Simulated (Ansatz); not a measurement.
## 4-layer 1T-SnSSe (AA) in a perpendicular field

Wanted: the out-of-plane response of the 4-layer 1T-SnSSe (AA). A positive field points along +c.

Calculated with Ansatz 0.2.0; plane-wave DFT, PBE-D3(BJ), Ansatz PAW.

### Step 1. The starting structure

The cell holds 12 atoms: 4 Se, 4 Sn and 4 S. Its edges and angles: a = 3.785 Å, b = 3.785 Å, c = 65.641 Å, α = 90.0°, β = 90.0°, γ = 120.0°. Regions: layer 1: 1T-SnSSe, 3 atoms (1 Se, 1 Sn and 1 S); layer 2: 1T-SnSSe, 3 atoms (1 Se, 1 Sn and 1 S); layer 3: 1T-SnSSe, 3 atoms (1 Se, 1 Sn and 1 S); layer 4: 1T-SnSSe, 3 atoms (1 Se, 1 Sn and 1 S). Vacuum lies along c.

### Step 2. Relaxation

The starting cell is a guess, so the in-plane lattice and the atoms are relaxed first, with the slab cut off from its images along the normal.

File input.yaml:

```yaml
crystal:
  lattice:
    - [3.785, 0.0, 0.0]
    - [-1.8925, 3.2779061533, 0.0]
    - [0.0, 0.0, 65.641484079]
  atoms:
    - { symbol: Se, position: [0.6666666667, 0.3333333333, 0.3679075868] }
    - { symbol: Sn, position: [0.0, 0.0, 0.3854794599] }
    - { symbol: S, position: [0.3333333333, 0.6666666667, 0.399105404] }
    - { symbol: Se, position: [0.6666666667, 0.3333333333, 0.4455699232] }
    - { symbol: Sn, position: [0.0, 0.0, 0.4631417963] }
    - { symbol: S, position: [0.3333333333, 0.6666666667, 0.4767677404] }
    - { symbol: Se, position: [0.6666666667, 0.3333333333, 0.5232322596] }
    - { symbol: Sn, position: [0.0, 0.0, 0.5408041327] }
    - { symbol: S, position: [0.3333333333, 0.6666666667, 0.5544300768] }
    - { symbol: Se, position: [0.6666666667, 0.3333333333, 0.600894596] }
    - { symbol: Sn, position: [0.0, 0.0, 0.6184664691] }
    - { symbol: S, position: [0.3333333333, 0.6666666667, 0.6320924132] }
  periodic: [true, true, false]
kpoints:
  mp_grid: { grid: [12, 12, 1] }
hamiltonian:
  xc: pbe
  dispersion: d3bj
scf:
  occupations: { method: fermi_dirac, width: 0.05 }
  convergence: { dr2_threshold: 1.0e-09 }
relax:
  f_tol: 0.004
  max_steps: 90
  cell: {}
output:
  write_potential: true
  write_density: true
  volumetric_format: npy
```

The run is started by

```console
> ansatz run input.yaml --threads 4 --pin off --max-ram 8192MiB --backend cpu --events-out ev --progress --plain --runs-dir out
```

Numbers of over 12 decimals in the logs are rounded to 6 here.

Output:

```text
Warning: relax.cell: scf.convergence.dr2_threshold = 1e-9 eV is looser than the 1.60522929882e-10 eV advised for a relaxation that steers and ends on the stress (1e-10 eV for each atom of the cell: 12, times the square of relax.cell.stress_2d_tol = 0.05 N/m over 27.3 Å (the atoms' height at the walk's start and 5 Å past either face), 1.829e-2 GPa, over a crystal's default 0.05). What an SCF threshold leaves in a stress goes as its square root, and in the free energy as the threshold itself, and one threshold admits the most on a small cell: [figures from the program's tests cut] Set scf.convergence.dr2_threshold to 1.60522929882e-10 eV or tighter. [rest of the remark cut]
Engine: ansatz 0.2.0, x86_64-unknown-linux-gnu
Pseudopotentials: kind: paw
Pseudopotential: Se, paw, valence charge 16, recommended cutoff 420 eV (normal), Se.paw.azcp
Pseudopotential: Sn, paw, valence charge 14, recommended cutoff 420 eV (normal), Sn.paw.azcp
Pseudopotential: S, paw, valence charge 6, recommended cutoff 420 eV (normal), S.paw.azcp
Functional definition: PBE
  parameter kappa = 0.804
  parameter beta = 0.066725
  exchange = pbe_x(kappa = kappa, mu = beta*pi^2/3)
  correlation = pbe_c(beta = beta)
Crystal: 12 atoms, lattice volume = 814.406 Å³
Basis set: ecut = 420 eV, 15975 PW (Γ), exchange–correlation on 54×54×900 points (8 copies of the dense FFT grid, shifted against one another)
Bands: 87, of which v1, the nominal top of the filled ones, is band 72 counted from 1 (71 counted from 0)
Symmetry: 6 space group operations
Space group: P3m1 (ITA 156), of the structure as read, at distance tolerance 9.3e-5 Å
k-points: 19 of 144 (time reversal used)
Non-local potential: Se, projectors of the file, l = 0: 2, l = 1: 2, l = 2: 3, l = 3: 1
Non-local potential: Sn, projectors of the file, l = 0: 2, l = 1: 2, l = 2: 2, l = 3: 2
Non-local potential: S, projectors of the file, l = 0: 2, l = 1: 2, l = 2: 2
PAW form: soft (Blöchl's): semilocal exchange-correlation on the pseudo side does not see the compensation charge
PAW one-centre angular grid: Se, 590 points (default); XC on 64 Gauss nodes
PAW one-centre angular grid: Sn, 590 points (default); XC on 64 Gauss nodes
PAW one-centre angular grid: S, 110 points (default); XC on 64 Gauss nodes
Initial density: superposition of atomic densities (neutral atoms: chi_scale 0, normalization atom), corrected by the library's trained network
Initial wavefunctions: pseudopotential atomic-orbital guess
Functional: x = pbe(κ = 0.804, μ = 0.219515), c = pbe(β = 0.066725)
SCF iter   1: F=—  HF=-49578.819262 eV  |F-HF|=—  |Δ(HF+E_count)|=         —  Δρ=2.59e-3  dr2=1.01e-1  ethr=1.77e-3  ⟨swp⟩=13.2  Hψ=10488  notcnv=0  defer=54
preconditioner: auto → Resta (q_TF=auto, 2.044 Å⁻¹)  ε∞=1.6  [insulator: Δε(μ)=0.716 eV  Ē_g=16.623 eV  σ=0.050 eV  W_gap=1.00  n_scr=132 (ndim 8)  ℏωp=13.3 eV  f_vac=0.683  D(μ)=0.00/eV (n_scr^D=0)  ε∞_Penn≈1.6  vacuum switching on, ρ_ref=2.0e-2 e/Å³]
SCF iter   2: F=—  HF=-49578.790890 eV  |F-HF|=—  |Δ(HF+E_count)|=   2.84e-2  Δρ=9.87e-4  dr2=3.09e-2  ethr=6.99e-5  ⟨swp⟩=3.3  Hψ=3539  notcnv=0  defer=165
SCF iter   3: F=—  HF=-49578.789913 eV  |F-HF|=—  |Δ(HF+E_count)|=   9.77e-4  Δρ=5.90e-4  dr2=2.23e-2  ethr=2.15e-5  ⟨swp⟩=3.1  Hψ=2951  notcnv=0  defer=165
SCF iter   4: F=—  HF=-49578.787414 eV  |F-HF|=—  |Δ(HF+E_count)|=   2.50e-3  Δρ=2.78e-4  dr2=5.68e-4  ethr=1.55e-5  ⟨swp⟩=2.4  Hψ=2332  notcnv=0  defer=149
SCF iter   5: F=—  HF=-49578.787886 eV  |F-HF|=—  |Δ(HF+E_count)|=   4.72e-4  Δρ=1.38e-4  dr2=7.36e-4  ethr=3.95e-7  ⟨swp⟩=3.7  Hψ=3802  notcnv=0  defer=149
SCF iter   6: F=—  HF=-49578.787867 eV  |F-HF|=—  |Δ(HF+E_count)|=   1.92e-5  Δρ=4.87e-5  dr2=2.13e-5  ethr=3.95e-7  ⟨swp⟩=2.9  Hψ=2078  notcnv=0  defer=149
SCF iter   7: F=—  HF=-49578.787671 eV  |F-HF|=—  |Δ(HF+E_count)|=   1.96e-4  Δρ=1.88e-5  dr2=1.15e-5  ethr=1.48e-8  ⟨swp⟩=3.3  Hψ=3245  notcnv=0  defer=149
SCF iter   8: F=—  HF=-49578.787741 eV  |F-HF|=—  |Δ(HF+E_count)|=   7.06e-5  Δρ=1.06e-5  dr2=5.79e-6  ethr=7.99e-9  ⟨swp⟩=2.9  Hψ=2529  notcnv=0  defer=149
SCF iter   9: F=—  HF=-49578.787740 eV  |F-HF|=—  |Δ(HF+E_count)|=   6.58e-7  Δρ=4.46e-6  dr2=2.34e-7  ethr=4.02e-9  ⟨swp⟩=2.5  Hψ=2046  notcnv=0  defer=149
SCF iter  10: F=—  HF=-49578.787741 eV  |F-HF|=—  |Δ(HF+E_count)|=   1.31e-7  Δρ=1.67e-6  dr2=7.17e-8  ethr=1.62e-10  ⟨swp⟩=3.4  Hψ=3375  notcnv=0  defer=149
SCF iter  11: F=—  HF=-49578.787741 eV  |F-HF|=—  |Δ(HF+E_count)|=   1.75e-8  Δρ=9.55e-7  dr2=2.97e-8  ethr=4.98e-11  ⟨swp⟩=3.2  Hψ=2559  notcnv=0  defer=149
SCF iter  12: F=—  HF=-49578.787741 eV  |F-HF|=—  |Δ(HF+E_count)|=   4.61e-9  Δρ=4.13e-7  dr2=2.51e-9  ethr=2.07e-11  ⟨swp⟩=2.9  Hψ=2364  notcnv=0  defer=149
SCF iter  13: F=—  HF=-49578.787741 eV  |F-HF|=—  |Δ(HF+E_count)|=   4.58e-9  Δρ=1.99e-7  dr2=1.25e-9  ethr=1.00e-12  ⟨swp⟩=12.5  Hψ=12323  notcnv=0
SCF iter  14: F=-49578.787741 eV  HF=-49578.787741 eV  |F-HF|=1.16e-9  |Δ(HF+E_count)|=  2.33e-10  Δρ=1.05e-7  dr2=2.28e-10  ethr=1.00e-12  ⟨swp⟩=10.9  Hψ=10338  notcnv=0
SCF 1 converged in 14 iterations: F = -49578.787741 eV  dr2 = 2.28e-10
  greatest PAW one-centre occupation: 1.000 electrons in one spin orbital (limit 2), on the Se atom at site 3 (counted from 0), in its partial waves of l = 2
relax step   1: F+E_penalty+E_count = -49578.78774064 eV  Δ(F+E_penalty+E_count) = +0.000e0 eV  max|allowed force component| = 5.151e0 eV/Å  Δτ_max = 0.0000 Å  P = +72.796 N/m  Ω = 814.406 Å³  fix = [c, alpha, beta]  reactions: c +0.000 N/m  (14 SCF iters, accepted)
Crystal: 12 atoms, lattice volume = 848.319 Å³
Basis set: ecut = 420 eV, 16683 PW (Γ), exchange–correlation on 54×54×900 points (8 copies of the dense FFT grid, shifted against one another)
Initial density: handed on by an earlier stage of this run
Initial wavefunctions: those handed on with the density
iter 1 solved again at ethr=3.32e-4 eV; its pass at ethr=3.10e-3 eV (dr2=4.77e-1 eV) is discarded
SCF iter   1: F=—  HF=-49586.013470 eV  |F-HF|=—  |Δ(HF+E_count)|=         —  Δρ=6.46e-3  dr2=4.72e-1  ethr=3.32e-4  ⟨swp⟩=6.9  Hψ=10080  notcnv=0  defer=7
preconditioner: auto → Resta (q_TF=auto, 2.030 Å⁻¹)  ε∞=1.7  [insulator: Δε(μ)=0.405 eV  Ē_g=16.060 eV  σ=0.050 eV  W_gap=0.95  n_scr=144 (ndim 8)  ℏωp=13.0 eV  f_vac=0.679  D(μ)=0.04/eV (n_scr^D=0)  ε∞_Penn≈1.7  vacuum switching on, ρ_ref=1.9e-2 e/Å³]
SCF iter   2: F=—  HF=-49585.900825 eV  |F-HF|=—  |Δ(HF+E_count)|=   1.13e-1  Δρ=3.00e-3  dr2=7.01e-2  ethr=3.28e-4  ⟨swp⟩=6.5  Hψ=3397  notcnv=0  defer=31
[...]
relax step  12: F+E_penalty+E_count = -49589.21049899 eV  Δ(F+E_penalty+E_count) = -2.983e-3 eV  max|allowed force component| = 1.036e-2 eV/Å  Δτ_max = 0.0440 Å  P = -0.041 N/m  Ω = 800.866 Å³  energy of the carried Pulay correction = +2.189e-3 eV  fix = [c, alpha, beta]  reactions: c -0.000 N/m  (15 SCF iters, accepted)
relax step  13: F+E_penalty+E_count = -49589.21051079 eV  Δ(F+E_penalty+E_count) = -1.180e-5 eV  max|allowed force component| = 4.830e-3 eV/Å  Δτ_max = 0.0084 Å  P = -0.004 N/m  Ω = 800.688 Å³  energy of the carried Pulay correction = +2.218e-3 eV  fix = [c, alpha, beta]  (11 SCF iters, rejected (line search))
relax step  14: F+E_penalty+E_count = -49589.21054960 eV  Δ(F+E_penalty+E_count) = -5.061e-5 eV  max|allowed force component| = 2.618e-4 eV/Å  Δτ_max = 0.0024 Å  P = -0.001 N/m  Ω = 800.685 Å³  energy of the carried Pulay correction = +2.218e-3 eV  fix = [c, alpha, beta]  reactions: c -0.000 N/m  (11 SCF iters, accepted)
relax step  15: F+E_penalty+E_count = -49589.20939470 eV  Δ(F+E_penalty+E_count) = +1.155e-3 eV  max|allowed force component| = 3.237e-4 eV/Å  Δτ_max = 0.0000 Å  P = -0.085 N/m  Ω = 800.685 Å³  fix = [c, alpha, beta]  reactions: c -0.000 N/m  stress off target by 8.47e-2 N/m on what of the cell is left free  SCF on the basis re-selected at this cell (its energy is not comparable with the rows above)  (6 SCF iters)
relax step  16: F+E_penalty+E_count = -49589.20944419 eV  Δ(F+E_penalty+E_count) = -4.949e-5 eV  max|allowed force component| = 1.639e-3 eV/Å  Δτ_max = 0.0031 Å  P = -0.020 N/m  Ω = 800.316 Å³  energy of the carried Pulay correction = +3.192e-5 eV  fix = [c, alpha, beta]  reactions: c -0.000 N/m  (10 SCF iters, accepted)
iter 1 solved again at ethr=2.26e-7 eV; its pass at ethr=3.10e-3 eV (dr2=3.25e-4 eV) is discarded
SCF iter   1: F=—  HF=-49589.209450 eV  |F-HF|=—  |Δ(HF+E_count)|=         —  Δρ=8.45e-7  dr2=4.03e-9  ethr=2.26e-7  ⟨swp⟩=6.3  Hψ=16144  notcnv=0
eigensolver tolerance schedule: the retry pair's looser diagonalisation over-reported the residual by 80794.13 of it (diagonalisation noise at an unbounded share of the residual, at the tolerance the schedule requests for it); recorded, not acted on — ethr = c·dr2/N_el stays at c = 1.0e-1
preconditioner: auto → Resta (q_TF=auto, 2.050 Å⁻¹)  ε∞=1.7  [insulator: Δε(μ)=0.465 eV  Ē_g=15.620 eV  σ=0.050 eV  W_gap=0.98  n_scr=132 (ndim 8)  ℏωp=13.4 eV  f_vac=0.633  D(μ)=0.03/eV (n_scr^D=0)  ε∞_Penn≈1.7  vacuum switching on, ρ_ref=1.8e-2 e/Å³]
SCF iter   2: F=—  HF=-49589.209416 eV  |F-HF|=—  |Δ(HF+E_count)|=   3.38e-5  Δρ=6.89e-7  dr2=1.48e-8  ethr=2.80e-12  ⟨swp⟩=6.9  Hψ=7391  notcnv=0
SCF iter   3: F=—  HF=-49589.209416 eV  |F-HF|=—  |Δ(HF+E_count)|=  9.75e-10  Δρ=4.60e-7  dr2=5.05e-9  ethr=2.80e-12  ⟨swp⟩=2.9  Hψ=2652  notcnv=0
SCF iter   4: F=-49589.209416 eV  HF=-49589.209416 eV  |F-HF|=2.91e-11  |Δ(HF+E_count)|=  8.59e-10  Δρ=3.59e-7  dr2=6.17e-10  ethr=1.00e-12  ⟨swp⟩=16.7  Hψ=13853  notcnv=0
SCF 17 converged in 4 iterations: F = -49589.209416 eV  dr2 = 6.17e-10
relax step  17: F+E_penalty+E_count = -49589.20941579 eV  Δ(F+E_penalty+E_count) = +2.840e-5 eV  max|allowed force component| = 1.631e-3 eV/Å  Δτ_max = 0.0000 Å  P = -0.020 N/m  Ω = 800.316 Å³  fix = [c, alpha, beta]  reactions: c -0.000 N/m  stress off target by 2.02e-2 N/m on what of the cell is left free  SCF on the basis re-selected at this cell (its energy is not comparable with the rows above)  (4 SCF iters)
basis re-selected at this cell: Δ(F+E_penalty+E_count) = +2.840e-5 eV, ΔP = +0.000 N/m vs the last step (what re-selecting the basis moved, of the pressure what is left beyond the Pulay correction that the steps carried, after the strain that the cell walked since its last selection, with what the two solves' SCF thresholds leave and, on support functions, any second-order correction that the steps lacked; it is no m [...]
WARN: The output density's exchange-correlation potential varies sharply where the density is thin. Do not read a vacuum level from v_tot or v_xc, or from such a field of the output density. On a cell that repeats whose density bears no net charge and no dipole along the vacuum's axis use v_es (v_loc + v_h of the components); under efield.dipole_correction with no amplitude use v_es + v_field, which holds any externa [...]
SCF converged after 4 iterations
Free energy (F): -49589.209416 eV
Harris-Foulkes:  -49589.209416 eV  (|F-HF|=2.91e-11)
Internal energy: -49589.208877 eV  (E = F + TS)
E sigma→0 (E₀):  -49589.209147 eV
Entropy (-TS):   -0.000538 eV (-0.045 meV/atom)
Fermi energy:    -5.683156 eV
--- Per-component energies (eV) ---
  E_band       = -3924.193064
  E_kinetic    = 1649.095213
  E_local      = -1346986.434505  (includes V_loc(G=0)·N_el)
  E_nonlocal   = -2391.270697
  E_hartree    = 672761.051993
  E_xc         = -2328.523939
  E_vxc        = -1119.351365  (∫ρ·V_xc dr)
  E_paw        = -26613.094768  (= ΣΔE_a)
  E_vpaw       = -598.328938  (= ΣTr[D̂ρ^β])
  E_aug_tail   = -0.002406  (compensation charges beyond the density's cutoff)
  E_ewald      = 654323.799077
  E_disp       = -3.828845  (pairwise vdW)
  E_smearing   = -0.000538  (= −TS)
  E_closure    = 0.000000  (closes the sum)
  Σ components = -49589.209416   (vs F -49589.209416, Δ=0.00e0)
--- Forces (eV/Å), atoms counted from 1 ---
  atom   1  Se     0.00000000    -0.00000000     0.00002721
  atom   2  Sn     0.00000000    -0.00000000     0.00114713
  atom   3  S      0.00000000     0.00000000    -0.00106509
  atom   4  Se     0.00000000    -0.00000000     0.00012807
  atom   5  Sn     0.00000000    -0.00000000     0.00112566
  atom   6  S     -0.00000000     0.00000000    -0.00132407
  atom   7  Se     0.00000000    -0.00000000     0.00014479
  atom   8  Sn    -0.00000000     0.00000000     0.00148422
  atom   9  S      0.00000000     0.00000000    -0.00163073
  atom  10  Se     0.00000000    -0.00000000     0.00002985
  atom  11  Sn     0.00000000    -0.00000000     0.00114569
  atom  12  S      0.00000000     0.00000000    -0.00121192
  max |Σ_I F_I| component: 8.08e-7 eV/Å
--- 2D stress c σ (N/m, compression-positive) ---
       -0.020225      -0.000000      -0.000000
       -0.000000      -0.020225      -0.000000
       -0.000000      -0.000000      -0.000000
  P = ½ c Tr σ = -0.0202 N/m
--- Band table (eV; the first three rows and the last of 19) ---
  k-point 0: bands = [... 68 lower, -6.1426, -6.1426, -5.9409, -5.9409, -4.9182, -4.4235, -3.9936, -3.6067, ... 11 higher]
  k-point 1: bands = [... 68 lower, -6.3341, -6.1923, -6.1543, -5.9446, -4.4634, -4.1008, -3.8318, -3.5510, ... 11 higher]
  k-point 2: bands = [... 68 lower, -6.3983, -6.2356, -6.2172, -5.9914, -4.1999, -3.9713, -3.7665, -3.5119, ... 11 higher]
  k-point 18: bands = [... 68 lower, -7.0202, -6.8878, -6.6093, -6.4931, -4.8087, -4.4267, -4.0408, -3.6391, ... 11 higher]
  the weakly bound empty levels are not read free of the cell's end (no_gap_told)
--- Relaxed structure (15 steps of the walk, 13 accepted, 2 SCFs on fresh bases) ---
  F+E_penalty+E_count = -49589.20941579 eV   max|allowed force component| = 1.631e-3 eV/Å   (the final SCF, on the basis selected at the relaxed cell)
  cell:  # Å, volume = 800.3163 Å³
    - [3.752117, -2.433858783767239e-18, 0]
    - [-1.876058, 3.249428, 0]
    - [0, 0, 65.641484079]
  atoms:
    - { symbol: Se, position: [0.666667, 0.333333, 0.341691] }
    - { symbol: Sn, position: [0, 0, 0.366326] }
    - { symbol: S, position: [0.333333, 0.666667, 0.388581] }
    - { symbol: Se, position: [0.666667, 0.333333, 0.431799] }
    - { symbol: Sn, position: [0, 0, 0.456384] }
    - { symbol: S, position: [0.333333, 0.666667, 0.478627] }
    - { symbol: Se, position: [0.666667, 0.333333, 0.521921] }
    - { symbol: Sn, position: [0, 0, 0.546505] }
    - { symbol: S, position: [0.333333, 0.666667, 0.568749] }
    - { symbol: Se, position: [0.666667, 0.333333, 0.611942] }
    - { symbol: Sn, position: [0, 0, 0.636557] }
    - { symbol: S, position: [0.333333, 0.666667, 0.658809] }
```

The job ended after 25 min (4 threads of Intel Xeon at 2.50GHz (Skylake/Cascade Lake), shared host; peak memory 2.4 GiB).

The steps of the relaxation:

```tsv
step	energy less that of the first step (eV)	largest force component (eV/Å)	volume (Å³)
1	0.0000	5.1511	814.41
2	-7.1060	2.9472	848.32
3	-9.5538	1.2552	841.63
4	-9.9916	0.2044	831.19
5	-10.1319	0.1299	824.98
6	-10.2418	0.0947	820.20
7	-10.3239	0.0801	813.78
8	-10.3803	0.0458	807.90
9	-10.4123	0.0221	802.90
10	-10.4198	0.0869	803.67
11	-10.4044	0.2122	792.50
12	-10.4228	0.0104	800.87
13	-10.4228	0.0048	800.69
14	-10.4228	0.0003	800.68
15*	-10.4217	0.0003	800.68
16	-10.4217	0.0016	800.32
17*	-10.4217	0.0016	800.32
```

Relaxation steps marked * repeat the geometry before them on a plane-wave basis chosen anew for their cell, so energy and pressure can jump there. Relaxation steps 11, 13 were tried and not accepted.

The run keeps the 6 symmetry operations that it works with, so distortions that break them were not tested.

```tsv
cell as run	before	after	change
a (Å)	3.785	3.752	-0.9 %
b (Å)	3.785	3.752	-0.9 %
```

The atoms that moved most (Å, along periodic axes as changes of fractional coordinates times the final cell, across vacuum about the mean position):

```tsv
atom	dx	dy	dz	length
S12	0.000	0.000	1.754	1.754
Se1	0.000	0.000	-1.721	1.721
Sn2	0.000	0.000	-1.257	1.257
Sn11	0.000	0.000	1.187	1.187
S9	0.000	0.000	0.940	0.940
Se4	0.000	0.000	-0.904	0.904
Se10	0.000	0.000	0.725	0.725
S3	0.000	0.000	-0.691	0.691
```

Final coordinates:

```cif
data_structure
_symmetry_space_group_name_H-M 'P 1'
_symmetry_Int_Tables_number 1
_cell_length_a 3.7521
_cell_length_b 3.7521
_cell_length_c 65.6415
_cell_angle_alpha 90.000
_cell_angle_beta 90.000
_cell_angle_gamma 120.000
_cell_volume 800.32
loop_
_atom_site_label
_atom_site_type_symbol
_atom_site_fract_x
_atom_site_fract_y
_atom_site_fract_z
_atom_site_occupancy
Se1 Se 0.66667 0.33333 0.34169 1
Sn2 Sn 0.00000 0.00000 0.36633 1
S3 S 0.33333 0.66667 0.38858 1
Se4 Se 0.66667 0.33333 0.43180 1
Sn5 Sn 0.00000 0.00000 0.45638 1
S6 S 0.33333 0.66667 0.47863 1
Se7 Se 0.66667 0.33333 0.52192 1
Sn8 Sn 0.00000 0.00000 0.54650 1
S9 S 0.33333 0.66667 0.56875 1
Se10 Se 0.66667 0.33333 0.61194 1
Sn11 Sn 0.00000 0.00000 0.63656 1
S12 S 0.33333 0.66667 0.65881 1
```

This step gave:

| Quantity | Value |
| --- | --- |
| energy at zero smearing | -49589.2091 eV |

The lattice constant a goes from 3.785 to 3.752 Å.

(Part 1 of 2 ends here.)

[Logs are printed without paths, hosts, clocks, repeated set-up lines and the standing remarks that a program may print on its own settings, such as how far it seeks lower states.]

[Hosts, paths, dates, database ids (printed as entryN), source tags and the programs' standing remarks are cut or masked in the printed files.]

[Maps of the electrostatic potential energy from Ansatz leave out the sawtooth potential of an applied field or a dipole correction, so their vacuum need not be flat; planar profiles and work functions include it.]
